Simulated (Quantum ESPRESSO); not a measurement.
# PbSe (Clausthalite) (Fm-3m) in Quantum ESPRESSO: notebook

One crystal, PbSe (Clausthalite), is run at these levels: PBE+D3(BJ); tasks: single point, equation of state.

Everything below comes from runs of Quantum ESPRESSO 7.5. Logs are shortened: lines on timing, memory, paths and dates and some standing lists are left out, and cuts for length are marked.

### Step 1. Starting point

The structure is cubic, space group Fm-3m (No. 225). The conventional cell has a = 6.121 Å, b = 6.121 Å, c = 6.121 Å, α = 90.00°, β = 90.00°, γ = 90.00°. Pb (site symmetry m-3m) is surrounded by 6 Se at 3.06 Å. Se (site symmetry m-3m) has 6 Pb at 3.06 Å as nearest neighbours.

### Step 2. Single point, PBE+D3(BJ), 26.95 Å³/atom

pw.in

```
&CONTROL
  calculation = 'scf'
  prefix = 'pwscf'
  outdir = './tmp'
  pseudo_dir = './pseudo'
  tprnfor = .true.
  tstress = .true.
  disk_io = 'nowf'
/
&SYSTEM
  ibrav = 0
  nat = 2
  ntyp = 2
  ecutwfc = 86
  nbnd = 22
  occupations = 'smearing'
  smearing = 'fd'
  degauss = 0.00367493
  vdw_corr = 'grimme-d3'
  dftd3_version = 4
/
&ELECTRONS
  conv_thr = 4d-10
  electron_maxstep = 120
  mixing_beta = 0.5
/
ATOMIC_SPECIES
Pb   207.2000 Pb.upf
Se    78.9710 Se.upf
CELL_PARAMETERS angstrom
   0.0000000000    2.9981702236    2.9981702236
   2.9981702236    0.0000000000    2.9981702236
   2.9981702236    2.9981702236    0.0000000000
ATOMIC_POSITIONS crystal
Pb     0.0000000000    0.0000000000    0.0000000000
Se     0.5000000000    0.5000000000    0.5000000000
K_POINTS automatic
8 8 8 0 0 0
```

Potentials or basis: PseudoDojo 0.4.1 SR PBE standard.

Command:

```bash
$ OMP_NUM_THREADS=1 pw.x -in pw.in > pw.out
```

pw.out:

```text
This program is part of the open-source Quantum ESPRESSO suite
     for quantum simulation of materials; please cite
[... 9 lines left out ...]
     --------------------
     sticks:   dense  smooth     PW     G-vecs:    dense   smooth      PW
     Sum        1519    1519    439                39189    39189    6081

     Using Slab Decomposition

     bravais-lattice index     =            0
     lattice parameter (alat)  =       8.0125  a.u.
     unit-cell volume          =     363.7437 (a.u.)^3
     number of atoms/cell      =            2
     number of atomic types    =            2
     number of electrons       =        30.00
     number of Kohn-Sham states=           22
     kinetic-energy cutoff     =      86.0000  Ry
     charge density cutoff     =     344.0000  Ry
     scf convergence threshold =      4.0E-10
     mixing beta               =       0.5000
     number of iterations used =            8  plain     mixing
     Exchange-correlation= PBE
                           (   1   4   3   4   0   0   0)

     celldm(1)=   8.012539  celldm(2)=   0.000000  celldm(3)=   0.000000
     celldm(4)=   0.000000  celldm(5)=   0.000000  celldm(6)=   0.000000

     crystal axes: (cart. coord. in units of alat)
               a(1) = (   0.000000   0.707107   0.707107 )
               a(2) = (   0.707107   0.000000   0.707107 )
               a(3) = (   0.707107   0.707107   0.000000 )

     reciprocal axes: (cart. coord. in units 2 pi/alat)
               b(1) = ( -0.707107  0.707107  0.707107 )
               b(2) = (  0.707107 -0.707107  0.707107 )
               b(3) = (  0.707107  0.707107 -0.707107 )

     PseudoPot. # 1 for Pb read from file:
     Pb.upf
     Pseudo is Norm-conserving + core correction, Zval = 14.0
     Generated using ONCVPSP code by D. R. Hamann
     Using radial grid of 1678 points,  6 beta functions with:
                l(1) =   0
                l(2) =   0
                l(3) =   1
                l(4) =   1
                l(5) =   2
                l(6) =   2

     PseudoPot. # 2 for Se read from file:
     Se.upf
     Pseudo is Norm-conserving + core correction, Zval = 16.0
     Generated using ONCVPSP code by D. R. Hamann
     Using radial grid of 1214 points,  6 beta functions with:
                l(1) =   0
                l(2) =   0
                l(3) =   1
                l(4) =   1
                l(5) =   2
                l(6) =   2

     atomic species   valence    mass     pseudopotential
     Pb               14.00   207.20000     Pb( 1.00)
     Se               16.00    78.97100     Se( 1.00)

     48 Sym. Ops., with inversion, found

   Cartesian axes

     site n.     atom                  positions (alat units)
         1        Pb     tau(   1) = (   0.0000000   0.0000000   0.0000000  )
         2        Se     tau(   2) = (   0.7071068   0.7071068   0.7071068  )

     --------------------------------------------
     DFT-D3 Dispersion Correction (3-body terms):
     --------------------------------------------
       Reference C6 values for interpolation:

         atom   Coordination number   C6
         Se         0.000           427.35
         Se         0.990           427.57
         Se         1.981           421.05
         Pb         0.000          1477.63
         Pb         0.938          1266.00
         Pb         1.936          1088.91
         Pb         2.908          1048.37
         Pb         3.910           910.57

       Values used:

         atom   Coordination number  R0_AB[au]  C6      C8
         Pb         5.134            4.041    910.57 144158.14
         Se         4.594            3.332    421.05  29958.36

         Molecular C6 ( Ry / a.u.^6 ) =      2568.07

     number of k points=    29  Fermi-Dirac smearing, width (Ry)=  0.0037
                       cart. coord. in units 2pi/alat
        k(    1) = (   0.0000000   0.0000000   0.0000000), wk =   0.0039062
        k(    2) = (   0.0883883   0.0883883  -0.0883883), wk =   0.0312500
        k(    3) = (   0.1767767   0.1767767  -0.1767767), wk =   0.0312500
        k(    4) = (   0.2651650   0.2651650  -0.2651650), wk =   0.0312500
        k(    5) = (  -0.3535534  -0.3535534   0.3535534), wk =   0.0156250
        k(    6) = (   0.1767767   0.0000000   0.0000000), wk =   0.0234375
[... 21 lines left out ...]
        k(   28) = (  -0.7071068   0.1767767  -0.0000000), wk =   0.0468750
        k(   29) = (  -0.7071068   0.3535534   0.0000000), wk =   0.0234375

     Dense  grid:    39189 G-vectors     FFT dimensions: (  48,  48,  48)

     Initial potential from superposition of free atoms

     starting charge      29.9978, renormalised to      30.0000
     Starting wfcs are   18 randomized atomic wfcs +    4 random wfcs

     Self-consistent Calculation

     iteration #  1     ecut=    86.00 Ry     beta= 0.50
     Davidson diagonalization with overlap
     ethr =  1.00E-02,  avg # of iterations =  4.9

     Threshold (ethr) on eigenvalues was too large:
     Diagonalizing with lowered threshold

     Davidson diagonalization with overlap
     ethr =  2.17E-04,  avg # of iterations =  3.7

     total energy              =    -383.35059737 Ry
     estimated scf accuracy    <       0.06370618 Ry
[... 50 lines left out ...]
     iteration #  9     ecut=    86.00 Ry     beta= 0.50
     Davidson diagonalization with overlap
     ethr =  2.07E-11,  avg # of iterations =  2.0

     End of self-consistent calculation

          k = 0.0000 0.0000 0.0000 (  4909 PWs)   bands (ev):

   -36.9809 -36.9809 -36.9777 -36.9777 -36.9777  -6.3802  -6.3802  -6.3802
    -6.3777  -6.3777  -3.5805   4.3595   8.4054   8.4054   8.4054  15.4166
    15.4166  15.4166  16.9550  16.9550  16.9550  18.6412
[... 111 lines left out ...]
   -36.9809 -36.9808 -36.9777 -36.9776 -36.9776  -6.5109  -6.3837  -6.3734
    -6.3394  -6.3308  -1.9079   2.2628   5.4830   7.4810   7.9154  13.9794
    14.6618  16.1705  16.3579  20.7119  21.0986  23.1792

          k =-0.7071 0.0000 0.0000 (  4880 PWs)   bands (ev):

   -36.9810 -36.9808 -36.9778 -36.9776 -36.9776  -6.5567  -6.4039  -6.3535
    -6.3231  -6.3231  -1.8861   3.0661   5.0455   6.9328   6.9328  13.9956
    16.4194  16.4194  16.8876  22.0579  22.6973  23.3270

          k = 0.3536 0.1768 0.0000 (  4892 PWs)   bands (ev):
[... 31 lines left out ...]
   -36.9809 -36.9809 -36.9777 -36.9777 -36.9776  -6.4800  -6.3873  -6.3643
    -6.3601  -6.3326  -2.0220   2.0399   6.0668   6.9631   9.5984  12.1631
    14.6807  15.4140  18.3857  18.4008  21.3306  22.1789

          k =-0.7071 0.1768-0.0000 (  4910 PWs)   bands (ev):

   -36.9809 -36.9808 -36.9778 -36.9776 -36.9776  -6.5340  -6.3928  -6.3645
    -6.3357  -6.3231  -1.8731   2.6341   5.2654   6.5745   8.0571  14.4962
    14.5064  16.4905  16.9160  20.8244  22.4542  23.3395

          k =-0.7071 0.3536 0.0000 (  4916 PWs)   bands (ev):

   -36.9809 -36.9808 -36.9777 -36.9777 -36.9776  -6.5071  -6.3796  -6.3649
    -6.3649  -6.3231  -1.8592   2.2988   5.8563   5.8563   9.6589  12.4001
    15.5493  15.5493  18.4460  18.4460  22.7068  23.3525

     the Fermi energy is    10.6651 ev

!    total energy              =    -383.36707944 Ry
     estimated scf accuracy    <          1.8E-10 Ry
     smearing contrib. (-TS)   =      -0.00007245 Ry
     internal energy E=F+TS    =    -383.36700699 Ry

     The total energy is F=E-TS. E is the sum of the following terms:
     one-electron contribution =    -166.14524789 Ry
     hartree contribution      =      97.28975711 Ry
     xc contribution           =     -88.48766907 Ry
     ewald contribution        =    -225.96931368 Ry
     DFT-D3 Dispersion         =      -0.05453347 Ry

     convergence has been achieved in   9 iterations

     Forces acting on atoms (cartesian axes, Ry/au):

     atom    1 type  1   force =    -0.00000000    0.00000000   -0.00000000
     atom    2 type  2   force =     0.00000000    0.00000000   -0.00000000

     Total force =     0.000000     Total SCF correction =     0.000000

     Computing stress (Cartesian axis) and pressure

          total   stress  (Ry/bohr**3)                   (kbar)     P=       42.45
   0.00028856   0.00000000   0.00000000           42.45        0.00        0.00
   0.00000000   0.00028856   0.00000000            0.00       42.45        0.00
   0.00000000   0.00000000   0.00028856            0.00        0.00       42.45

=------------------------------------------------------------------------------=
   JOB DONE.
=------------------------------------------------------------------------------=
```

Run time: 27 s. Hardware: 1 thread of AMD EPYC 9R14 (Zen 4), shared host; peak memory 0.12 GiB.

Results:

```
Free energy            : -5215.9748 eV
Pressure               : 4.2 GPa
Band gap on the k mesh : 0.07 eV, direct
```

Caveat: spin-orbit coupling is left out, which as a rule narrows the gap of such compounds by several tenths of an eV.

### Step 3. Single point, PBE+D3(BJ), 27.52 Å³/atom

pw.in: that of step 2 with these lines changed.

```diff
@@ -30,5 +30,5 @@
 CELL_PARAMETERS angstrom
-   0.0000000000    2.9981702236    2.9981702236
-   2.9981702236    0.0000000000    2.9981702236
-   2.9981702236    2.9981702236    0.0000000000
+   0.0000000000    3.0192847941    3.0192847941
+   3.0192847941    0.0000000000    3.0192847941
+   3.0192847941    3.0192847941    0.0000000000
 ATOMIC_POSITIONS crystal
```

Potentials or basis: PseudoDojo 0.4.1 SR PBE standard.

Command:

```bash
$ OMP_NUM_THREADS=1 pw.x -in pw.in > pw.out
```

Run time: 30 s. Hardware: 1 thread of AMD EPYC 9R14 (Zen 4), shared host; peak memory 0.12 GiB.

The run converged. Its results:

- Free energy: -5216.0002 eV
- Pressure: 2.9 GPa
- Band gap on the k mesh: 0.15 eV, direct

Caveat: spin-orbit coupling is left out, which as a rule narrows the gap of such compounds by several tenths of an eV.

### Step 4. Single point, PBE+D3(BJ), 28.10 Å³/atom

pw.in: that of step 3 with these lines changed.

```diff
@@ -30,5 +30,5 @@
 CELL_PARAMETERS angstrom
-   0.0000000000    3.0192847941    3.0192847941
-   3.0192847941    0.0000000000    3.0192847941
-   3.0192847941    3.0192847941    0.0000000000
+   0.0000000000    3.0401081059    3.0401081059
+   3.0401081059    0.0000000000    3.0401081059
+   3.0401081059    3.0401081059    0.0000000000
 ATOMIC_POSITIONS crystal
```

Command:

```bash
$ OMP_NUM_THREADS=1 pw.x -in pw.in > pw.out
```

It took 28 s on 1 thread of AMD EPYC 9R14 (Zen 4), shared host; peak memory 0.13 GiB.

Results (log left out):

```yaml
Free_energy: -5216.0163 eV
Pressure: 1.6 GPa
Band_gap_on_the_k_mesh: 0.23 eV, direct
```

Caveat: spin-orbit coupling is left out, which as a rule narrows the gap of such compounds by several tenths of an eV.

### Step 5. Single point, PBE+D3(BJ), 28.67 Å³/atom

pw.in: that of step 4 with these lines changed.

```diff
@@ -30,5 +30,5 @@
 CELL_PARAMETERS angstrom
-   0.0000000000    3.0401081059    3.0401081059
-   3.0401081059    0.0000000000    3.0401081059
-   3.0401081059    3.0401081059    0.0000000000
+   0.0000000000    3.0606500000    3.0606500000
+   3.0606500000    0.0000000000    3.0606500000
+   3.0606500000    3.0606500000    0.0000000000
 ATOMIC_POSITIONS crystal
```

Command:

```bash
$ OMP_NUM_THREADS=1 pw.x -in pw.in > pw.out
```

Run time: 27 s. Hardware: 1 thread of AMD EPYC 9R14 (Zen 4), shared host; peak memory 0.13 GiB.

Results (log left out):

| Item | Value |
| --- | --- |
| Free energy | -5216.0238 eV |
| Pressure | 0.5 GPa |
| Band gap on the k mesh | 0.30 eV, direct |

Caveat: spin-orbit coupling is left out, which as a rule narrows the gap of such compounds by several tenths of an eV.

### Step 6. Single point, PBE+D3(BJ), 29.24 Å³/atom

pw.in: that of step 5 with these lines changed.

```diff
@@ -30,5 +30,5 @@
 CELL_PARAMETERS angstrom
-   0.0000000000    3.0606500000    3.0606500000
-   3.0606500000    0.0000000000    3.0606500000
-   3.0606500000    3.0606500000    0.0000000000
+   0.0000000000    3.0809197960    3.0809197960
+   3.0809197960    0.0000000000    3.0809197960
+   3.0809197960    3.0809197960    0.0000000000
 ATOMIC_POSITIONS crystal
```

Potentials or basis: PseudoDojo 0.4.1 SR PBE standard.

Command:

```bash
$ OMP_NUM_THREADS=1 pw.x -in pw.in > pw.out
```

Wall time 27 s (1 thread of AMD EPYC 9R14 (Zen 4), shared host); peak memory 0.13 GiB.

The run converged. Its results:

- Free energy: -5216.0237 eV
- Pressure: -0.5 GPa
- Band gap on the k mesh: 0.36 eV, direct

Caveat: spin-orbit coupling is left out, which as a rule narrows the gap of such compounds by several tenths of an eV.

### Step 7. Single point, PBE+D3(BJ), 29.82 Å³/atom

pw.in: that of step 6 with these lines changed.

```diff
@@ -30,5 +30,5 @@
 CELL_PARAMETERS angstrom
-   0.0000000000    3.0809197960    3.0809197960
-   3.0809197960    0.0000000000    3.0809197960
-   3.0809197960    3.0809197960    0.0000000000
+   0.0000000000    3.1009263293    3.1009263293
+   3.1009263293    0.0000000000    3.1009263293
+   3.1009263293    3.1009263293    0.0000000000
 ATOMIC_POSITIONS crystal
```

Command:

```bash
$ OMP_NUM_THREADS=1 pw.x -in pw.in > pw.out
```

Run time: 27 s. Hardware: 1 thread of AMD EPYC 9R14 (Zen 4), shared host; peak memory 0.13 GiB.

Results (log left out):

* Free energy: -5216.0168 eV
* Pressure: -1.4 GPa
* Band gap on the k mesh: 0.42 eV, direct

Caveat: spin-orbit coupling is left out, which as a rule narrows the gap of such compounds by several tenths of an eV.

### Step 8. Single point, PBE+D3(BJ), 30.39 Å³/atom

pw.in: that of step 7 with these lines changed.

```diff
@@ -30,5 +30,5 @@
 CELL_PARAMETERS angstrom
-   0.0000000000    3.1009263293    3.1009263293
-   3.1009263293    0.0000000000    3.1009263293
-   3.1009263293    3.1009263293    0.0000000000
+   0.0000000000    3.1206779849    3.1206779849
+   3.1206779849    0.0000000000    3.1206779849
+   3.1206779849    3.1206779849    0.0000000000
 ATOMIC_POSITIONS crystal
```

Command:

```bash
$ OMP_NUM_THREADS=1 pw.x -in pw.in > pw.out
```

Wall time 28 s (1 thread of AMD EPYC 9R14 (Zen 4), shared host); peak memory 0.14 GiB.

It converged, with:

```yaml
Free_energy: -5216.0040 eV
Pressure: -2.2 GPa
Band_gap_on_the_k_mesh: 0.47 eV, direct
```

Caveat: spin-orbit coupling is left out, which as a rule narrows the gap of such compounds by several tenths of an eV.

### Step 9. Equation of state, PBE+D3(BJ)

Potentials or basis: PseudoDojo 0.4.1 SR PBE standard.

No new run: the results of the series are fitted here.

What came out:

| Property | Result |
| --- | --- |
| Equilibrium volume | 28.95 Å³/atom |
| Bulk modulus | 51 GPa |
| Pressure derivative of the bulk modulus | 4.6 (rough: it moves with the points fitted) |

Energy against volume, from the lowest point:
| volume (Å³/atom) | energy (meV/atom) |
| --- | --- |
| 26.951 | 24.50 |
| 27.524 | 11.79 |
| 28.097 | 3.77 |
| 28.671 | 0.00 |
| 29.244 | 0.04 |
| 29.818 | 3.50 |
| 30.391 | 9.93 |

### Step 10. Comparison with measurements

Step 9. The cell as given is a measured one (28.67 Å³/atom); PBE+D3(BJ) puts the equilibrium volume +1.0 % from it, thermal expansion not counted.
